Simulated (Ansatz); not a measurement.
## How much do the gradients of Al2O3 depend on the method?

Cell: a measured structure from the Crystallography Open Database (COD), its atoms then relaxed with PBE in this cell.

Space group R-3c:H (No. 167); a = 4.7605, c = 12.9956 Å, γ = 120.00°.

```csv
site,Wyckoff,site symmetry,x,y,z
Al,12c,3.,0.0000,0.0000,0.8521
O,18e,.2,0.9731,0.3333,0.0833
```

One atom of each set is listed; the run and its k-mesh use a cell of 10 atoms with edges of 5.13, 5.13, 5.13 Å.

First run. Level of theory: DFT, PBE, plane waves and PAW, scalar-relativistic, 420 eV cutoff, Γ-centred 8×8×8 k-points, Fermi–Dirac smearing 0.02 eV (Ansatz 0.2.0).

```tsv
site	V_zz (10²¹ V/m²)	η
Al	0.56	0.00
O	-3.88	0.51
```

Second run. The same atoms and settings, except that the functional is PBEsol.

Problem. Given the first result, estimate the second.

Solution. 

```csv
site,V_zz,η,change of V_zz
Al,0.56,0.00,0.00
O,-3.77,0.51,+0.11
```

The largest change of V_zz is on O, from -3.88 to -3.77. In per cent, |V_zz| changes by 0 on Al, -3 on O (all sites that start above 0.5).

For the first run: At this cell the PBE pressure is 7 GPa, so with PBE the cell would grow if it were relaxed.
